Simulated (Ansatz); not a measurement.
# Ge (Fmmm) in Ansatz: a series of runs

Runs on Ge. Level: r2SCAN. Tasks: single point, equation of state.

All numbers are computed with Ansatz 0.2.0; they aren't measurements. Logs are shortened: lines on timing, memory, paths and dates and some standing lists are left out, and cuts for length are marked.

**1. The crystal as given**

Symmetry: Fmmm, No. 69, orthorhombic system. Conventional cell: a = 5.261 Å, b = 5.771 Å, c = 10.231 Å, α = 90.00°, β = 90.00°, γ = 90.00°. Ge (site symmetry m2m) is surrounded by 5 Ge at 2.61 to 2.73 Å. Around Ge (site symmetry mm2) lie 6 Ge at 2.71 to 2.96 Å.

This isn't the form of Ge at room conditions, which is diamond.

**2. Single point, r2SCAN, 18.25 Å³/atom (volume scaled by 0.94)**

File input.yaml:

```yaml
crystal:
  lattice:
    - [0.0, 2.8268308174, 5.0112343708]
    - [2.5767983202, 0.0, 5.0112343708]
    - [2.5767983202, 2.8268308174, 0.0]
  atoms:
    - { symbol: Ge, position: [0.72649, 0.27351, 0.72649] }
    - { symbol: Ge, position: [0.27351, 0.72649, 0.27351] }
    - { symbol: Ge, position: [0.218133, 0.218133, 0.781867] }
    - { symbol: Ge, position: [0.781867, 0.781867, 0.218133] }
hamiltonian:
  xc: r2scan
  pseudopotentials: { kind: paw }
kpoints:
  mp_grid: { grid: [7, 7, 7] }
scf:
  occupations: { method: fermi_dirac, width: 0.05 }
output:
  forces: true
  stress: true
  eigenvalues: true
```

Potentials or basis: Ansatz PAW.

On the command line:

```sh
$ ansatz run input.yaml --threads 2 --pin off --max-ram 5632MiB --backend cpu --events-out ev --progress --plain --runs-dir out
```

Output:

```text
Warning: RAYON_NUM_THREADS=2 ignored (pool sized by the plan → 2); use --threads N
Engine: ansatz 0.2.0, aarch64-unknown-linux-gnu
Pseudopotentials: kind: paw
Pseudopotential: Ge, paw, valence charge 14, recommended cutoff 500 eV (meta_gga), Ge.paw.azcp
Functional definition: r2SCAN
  parameter k0 = 0.174
  parameter k1 = 0.065
  parameter a1 = 4.9479
  exchange = r2scan_x(k0 = k0, k1 = k1, a1 = a1)
  correlation = r2scan_c
Crystal: 4 atoms, lattice volume = 73.005 Å³
Basis set: ecut = 500 eV, 1841 PW (Γ), exchange–correlation on 180×180×120 points (64 copies of the dense FFT grid, shifted against one another)
Bands: 34, of which v1, the nominal top of the filled ones, is band 28 counted from 1 (27 counted from 0)
Symmetry: 8 space group operations
Space group: Fmmm (ITA 69), of the structure as read, at distance tolerance 4.2e-5 Å
k-points: 64 of 343
Non-local potential: Ge, projectors of the file, l = 0: 2, l = 1: 2, l = 2: 3, l = 3: 1
PAW form: soft (Blöchl's): semilocal exchange-correlation on the pseudo side does not see the compensation charge
PAW frozen core: Ge, regenerated for the run's functional (the file was generated under x = pbe(κ = 0.804, μ = 0.2195149727645171), c = pbe(β = 0.06672455060314922))
PAW one-centre angular grid: Ge, 590 points (default); XC on 160 Gauss nodes
Initial density: superposition of atomic densities (neutral atoms: chi_scale 0, normalization atom), corrected by the library's trained network
Initial wavefunctions: pseudopotential atomic-orbital guess
Functional: x = r2scan, c = r2scan; τ floored in thin density (d = 2e-4 eV/Å³)
SCF iter   1: F=—  HF=-17210.102212 eV  |F-HF|=—  |Δ(HF+E_count)|=         —  Δρ=7.11e-3  dr2=1.22e-2  dr2_τ=4.28e-3  ethr=1.77e-3  ⟨swp⟩=5.9  Hψ=8200  notcnv=0  defer=11
preconditioner: auto → Kerker (q_TF=auto, 2.610 Å⁻¹)  [metal: Δε(μ)=0.054 eV  Ē_g=23.585 eV  σ=0.050 eV  W_gap=0.26  n_scr=28 (ndim 8)  ℏωp=32.5 eV  f_vac=0.000  D(μ)=1.22/eV (n_scr^D=2)]
SCF iter   2: F=—  HF=-17210.158922 eV  |F-HF|=—  |Δ(HF+E_count)|=   5.67e-2  Δρ=2.67e-3  dr2=2.51e-3  dr2_τ=4.62e-5  ethr=2.17e-5  ⟨swp⟩=2.0  Hψ=4808  notcnv=0  defer=56
SCF iter   3: F=—  HF=-17210.160152 eV  |F-HF|=—  |Δ(HF+E_count)|=   1.23e-3  Δρ=1.76e-3  dr2=1.29e-3  dr2_τ=1.45e-5  ethr=4.49e-6  ⟨swp⟩=1.0  Hψ=2120  notcnv=0  defer=56
SCF iter   4: F=—  HF=-17210.160737 eV  |F-HF|=—  |Δ(HF+E_count)|=   5.84e-4  Δρ=7.69e-4  dr2=2.59e-4  dr2_τ=3.17e-6  ethr=2.30e-6  ⟨swp⟩=1.2  Hψ=2141  notcnv=0  defer=56
SCF iter   5: F=—  HF=-17210.160856 eV  |F-HF|=—  |Δ(HF+E_count)|=   1.19e-4  Δρ=1.67e-4  dr2=1.36e-5  dr2_τ=1.32e-7  ethr=4.63e-7  ⟨swp⟩=2.0  Hψ=2629  notcnv=0  defer=56
SCF iter   6: F=—  HF=-17210.160859 eV  |F-HF|=—  |Δ(HF+E_count)|=   3.64e-6  Δρ=2.63e-5  dr2=5.31e-7  dr2_τ=5.75e-9  ethr=2.42e-8  ⟨swp⟩=2.0  Hψ=3916  notcnv=0  defer=56
SCF iter   7: F=-17210.160859 eV  HF=-17210.160859 eV  |F-HF|=4.76e-9  |Δ(HF+E_count)|=   6.39e-8  Δρ=5.96e-6  dr2=3.22e-8  dr2_τ=1.77e-10  ethr=1.79e-10  ⟨swp⟩=7.2  Hψ=8117  notcnv=0
SCF 1 converged in 7 iterations: F = -17210.160859 eV  dr2 = 3.22e-8
SCF converged after 7 iterations
Free energy (F): -17210.160859 eV
Harris-Foulkes:  -17210.160859 eV  (|F-HF|=4.76e-9)
Internal energy: -17210.150723 eV  (E = F + TS)
E sigma→0 (E₀):  -17210.155791 eV
Entropy (-TS):   -0.010136 eV (-2.534 meV/atom)
Fermi energy:    11.313279 eV
--- Per-component energies (eV) ---
  E_band       = -469.388165
  E_kinetic    = 443.667300
  E_local      = -8549.864411  (includes V_loc(G=0)·N_el)
  E_nonlocal   = 1672.489754
  E_hartree    = 3754.564383
  E_xc         = -277.257752
  E_vxc        = -273.239388  (∫ρ·V_xc dr)
  E_paw        = -8128.317332  (= ΣΔE_a)
  E_vpaw       = -1287.110240  (= ΣTr[D̂ρ^β])
  E_aug_tail   = 0.000054  (compensation charges beyond the density's cutoff)
  E_vtau       = 15.552928  (kinetic-family band-sum trace: ∫τ·v_τ [+ j·A + Jᵃ·Aᵃ] dr)
  E_ewald      = -6121.089657
  E_core_change = -4.343063  (= ΣΔE_core)
  E_smearing   = -0.010136  (= −TS)
  E_closure    = -0.000000  (closes the sum)
  Σ components = -17210.160859   (vs F -17210.160859, Δ=0.00e0)
--- Forces (eV/Å), atoms counted from 1 ---
  atom   1  Ge     0.00000000    -0.00954532     0.00000000
  atom   2  Ge     0.00000000     0.00954532     0.00000000
  atom   3  Ge     0.00000000     0.00000000     0.00938943
  atom   4  Ge     0.00000000     0.00000000    -0.00938943
  max |Σ_I F_I| component: 0.00e0 eV/Å
--- Stress (GPa, compression-positive) ---
        1.669064       0.000000       0.000000
        0.000000       2.834699       0.000000
        0.000000       0.000000       2.220398
  P = ⅓ Tr σ = 2.2414 GPa (22.414 kbar)
--- Band table (eV; the first three rows and the last of 64) ---
  k-point 0: bands = ["-14.1770", "-14.1174", "-14.0741", "-14.0610", "-14.0563", "-14.0490", "-14.0485", "-14.0364", "-13.9947", "-13.9814", "-13.9495", "-13.9491", "-13.9058", "-13.8938", "-13.8869", "-13.8695", "-13.8681", "-13.8567", "-13.8167", "-13.7632", "-2.7869", "2.4342", "4.5679", "7.7359", "8.5977", "8.6119", "9.0273", "9.1387", "9.4501", "14.5625", "15.3960", "15.8752", "18.3354", "19.1396"]
  k-point 1: bands = ["-14.1621", "-14.1096", "-14.0742", "-14.0583", "-14.0506", "-14.0485", "-14.0462", "-14.0200", "-13.9923", "-13.9785", "-13.9547", "-13.9418", "-13.9075", "-13.8988", "-13.8935", "-13.8779", "-13.8727", "-13.8659", "-13.8221", "-13.7787", "-2.5386", "2.3563", "4.8587", "6.0033", "7.0445", "8.8846", "9.4325", "10.3300", "10.8765", "14.6064", "15.5597", "16.4945", "17.3156", "17.8309"]
  k-point 2: bands = ["-14.1207", "-14.0880", "-14.0782", "-14.0613", "-14.0409", "-14.0322", "-14.0216", "-13.9945", "-13.9846", "-13.9747", "-13.9626", "-13.9298", "-13.9210", "-13.9136", "-13.9032", "-13.8946", "-13.8894", "-13.8853", "-13.8373", "-13.8179", "-1.7947", "2.3756", "3.2501", "5.0225", "6.9427", "9.2138", "10.1347", "11.6638", "12.4767", "12.9353", "14.8432", "15.4195", "17.0646", "17.7486"]
  k-point 63: bands = ["-14.1532", "-14.0953", "-14.0699", "-14.0566", "-14.0402", "-14.0271", "-14.0170", "-14.0148", "-13.9911", "-13.9760", "-13.9554", "-13.9471", "-13.9323", "-13.9063", "-13.9058", "-13.8973", "-13.8875", "-13.8691", "-13.8317", "-13.7809", "-1.2678", "-0.7676", "4.6950", "7.1819", "8.9892", "10.0915", "11.1400", "11.5849", "12.1940", "12.6675", "13.6044", "15.0150", "16.2869", "16.7787"]
```

It took 21 s on 2 threads of Arm Neoverse N1, shared host; peak memory 0.71 GiB.

Results:

```
Free energy            : -17210.1609 eV
Pressure               : 2.2 GPa
Largest force          : 0.010 eV/Å
Band gap on the k mesh : none (metal or under the smearing width)
```

Caveat: the PAW data sets come from PBE, with cores solved anew for the run's functional, which leaves a small shift of forces and pressure.

**3. Single point, r2SCAN, 18.64 Å³/atom (volume scaled by 0.96)**

input.yaml, as its differences from that of step 2:

```diff
@@ -2,5 +2,5 @@
   lattice:
-    - [0.0, 2.8268308174, 5.0112343708]
-    - [2.5767983202, 0.0, 5.0112343708]
-    - [2.5767983202, 2.8268308174, 0.0]
+    - [0.0, 2.8467387326, 5.0465259165]
+    - [2.5949453852, 0.0, 5.0465259165]
+    - [2.5949453852, 2.8467387326, 0.0]
   atoms:
```

Potentials or basis: Ansatz PAW.

On the command line:

```sh
$ ansatz run input.yaml --threads 2 --pin off --max-ram 5632MiB --backend cpu --events-out ev --progress --plain --runs-dir out
```

Run time: 22 s. Hardware: 2 threads of Arm Neoverse N1, shared host; peak memory 0.71 GiB.

It converged, with:

```yaml
Free_energy: -17210.1739 eV
Pressure: 0.5 GPa
Largest_force: 0.013 eV/Å
Band_gap_on_the_k_mesh: none (metal or under the smearing width)
```

Caveat: the PAW data sets come from PBE, with cores solved anew for the run's functional, which leaves a small shift of forces and pressure.

**4. Single point, r2SCAN, 19.03 Å³/atom (volume scaled by 0.98)**

input.yaml, as its differences from that of step 3:

```diff
@@ -2,5 +2,5 @@
   lattice:
-    - [0.0, 2.8467387326, 5.0465259165]
-    - [2.5949453852, 0.0, 5.0465259165]
-    - [2.5949453852, 2.8467387326, 0.0]
+    - [0.0, 2.8663720339, 5.0813306433]
+    - [2.6128421258, 0.0, 5.0813306433]
+    - [2.6128421258, 2.8663720339, 0.0]
   atoms:
@@ -21 +21,5 @@
   eigenvalues: true
+  write_density: true
+  write_potential: true
+  elf: true
+  volumetric_format: npy
```

On the command line:

```sh
$ ansatz run input.yaml --threads 2 --pin off --max-ram 5632MiB --backend cpu --events-out ev --progress --plain --runs-dir out
```

It took 28 s on 2 threads of Arm Neoverse N1, shared host; peak memory 0.7 GiB.

Results (log left out):

```
Free energy            : -17210.1709 eV
Pressure               : -1.1 GPa
Largest force          : 0.032 eV/Å
Band gap on the k mesh : none (metal or under the smearing width)
```

Caveat: the PAW data sets come from PBE, with cores solved anew for the run's functional, which leaves a small shift of forces and pressure.

**5. Single point, r2SCAN, 19.42 Å³/atom**

input.yaml, as its differences from that of step 4:

```diff
@@ -2,5 +2,5 @@
   lattice:
-    - [0.0, 2.8663720339, 5.0813306433]
-    - [2.6128421258, 0.0, 5.0813306433]
-    - [2.6128421258, 2.8663720339, 0.0]
+    - [0.0, 2.88574, 5.115665]
+    - [2.630497, 0.0, 5.115665]
+    - [2.630497, 2.88574, 0.0]
   atoms:
```

On the command line:

```sh
$ ansatz run input.yaml --threads 2 --pin off --max-ram 5632MiB --backend cpu --events-out ev --progress --plain --runs-dir out
```

Wall time 28 s (2 threads of Arm Neoverse N1, shared host); peak memory 0.7 GiB.

The run converged. Its results:

```yaml
Free_energy: -17210.1539 eV
Pressure: -2.4 GPa
Largest_force: 0.048 eV/Å
Band_gap_on_the_k_mesh: none (metal or under the smearing width)
```

Caveat: the PAW data sets come from PBE, with cores solved anew for the run's functional, which leaves a small shift of forces and pressure.

**6. Single point, r2SCAN, 19.80 Å³/atom (volume scaled by 1.02)**

input.yaml, as its differences from that of step 5:

```diff
@@ -2,5 +2,5 @@
   lattice:
-    - [0.0, 2.88574, 5.115665]
-    - [2.630497, 0.0, 5.115665]
-    - [2.630497, 2.88574, 0.0]
+    - [0.0, 2.9048514179, 5.1495445635]
+    - [2.6479180176, 0.0, 5.1495445635]
+    - [2.6479180176, 2.9048514179, 0.0]
   atoms:
```

Potentials or basis: Ansatz PAW.

On the command line:

```sh
$ ansatz run input.yaml --threads 2 --pin off --max-ram 5632MiB --backend cpu --events-out ev --progress --plain --runs-dir out
```

Run time: 29 s. Hardware: 2 threads of Arm Neoverse N1, shared host; peak memory 0.71 GiB.

Results (log left out):

```yaml
Free_energy: -17210.1243 eV
Pressure: -3.6 GPa
Largest_force: 0.063 eV/Å
Band_gap_on_the_k_mesh: none (metal or under the smearing width)
```

Caveat: the PAW data sets come from PBE, with cores solved anew for the run's functional, which leaves a small shift of forces and pressure.

**7. Single point, r2SCAN, 20.19 Å³/atom (volume scaled by 1.04)**

input.yaml, as its differences from that of step 6:

```diff
@@ -2,5 +2,5 @@
   lattice:
-    - [0.0, 2.9048514179, 5.1495445635]
-    - [2.6479180176, 0.0, 5.1495445635]
-    - [2.6479180176, 2.9048514179, 0.0]
+    - [0.0, 2.923714618, 5.1829841015]
+    - [2.6651127723, 0.0, 5.1829841015]
+    - [2.6651127723, 2.923714618, 0.0]
   atoms:
@@ -21,5 +21 @@
   eigenvalues: true
-  write_density: true
-  write_potential: true
-  elf: true
-  volumetric_format: npy
```

On the command line:

```sh
$ ansatz run input.yaml --threads 2 --pin off --max-ram 5632MiB --backend cpu --events-out ev --progress --plain --runs-dir out
```

It took 23 s on 2 threads of Arm Neoverse N1, shared host; peak memory 0.72 GiB.

It converged, with:

- Free energy: -17210.0838 eV
- Pressure: -4.7 GPa
- Largest force: 0.076 eV/Å
- Band gap on the k mesh: none (metal or under the smearing width)

Caveat: the PAW data sets come from PBE, with cores solved anew for the run's functional, which leaves a small shift of forces and pressure.

**8. Single point, r2SCAN, 20.58 Å³/atom (volume scaled by 1.06)**

input.yaml, as its differences from that of step 7:

```diff
@@ -2,5 +2,5 @@
   lattice:
-    - [0.0, 2.923714618, 5.1829841015]
-    - [2.6651127723, 0.0, 5.1829841015]
-    - [2.6651127723, 2.923714618, 0.0]
+    - [0.0, 2.9423375062, 5.2159976292]
+    - [2.6820884705, 0.0, 5.2159976292]
+    - [2.6820884705, 2.9423375062, 0.0]
   atoms:
@@ -21 +21,5 @@
   eigenvalues: true
+  write_density: true
+  write_potential: true
+  elf: true
+  volumetric_format: npy
```

On the command line:

```sh
$ ansatz run input.yaml --threads 2 --pin off --max-ram 5632MiB --backend cpu --events-out ev --progress --plain --runs-dir out
```

It took 30 s on 2 threads of Arm Neoverse N1, shared host; peak memory 0.71 GiB.

It converged, with:

| Quantity | Value |
| --- | --- |
| Free energy | -17210.0332 eV |
| Pressure | -5.7 GPa |
| Largest force | 0.088 eV/Å |
| Band gap on the k mesh | none (metal or under the smearing width) |

Caveat: the PAW data sets come from PBE, with cores solved anew for the run's functional, which leaves a small shift of forces and pressure.

**9. Equation of state, r2SCAN**

Potentials or basis: Ansatz PAW.

This step only gathers the single runs of the series.

Results:

```yaml
Equilibrium_volume: 18.76 Å³/atom
Bulk_modulus_at_fixed_shape_and_positions: 76 GPa
Pressure_derivative_of_the_bulk_modulus: 4.8
```

Energy against volume, from the lowest point:
```csv
volume (Å³/atom),energy (meV/atom)
18.251,3.26
18.640,0.00
19.028,0.74
19.416,5.01
19.805,12.39
20.193,22.54
20.581,35.16
```

Caveat: the cell was scaled at fixed shape and fractional positions, which overstates the stiffness of a crystal with free parameters, most of all of layers and chains; the PAW data sets were made with another functional, which shifts forces and pressure a little.
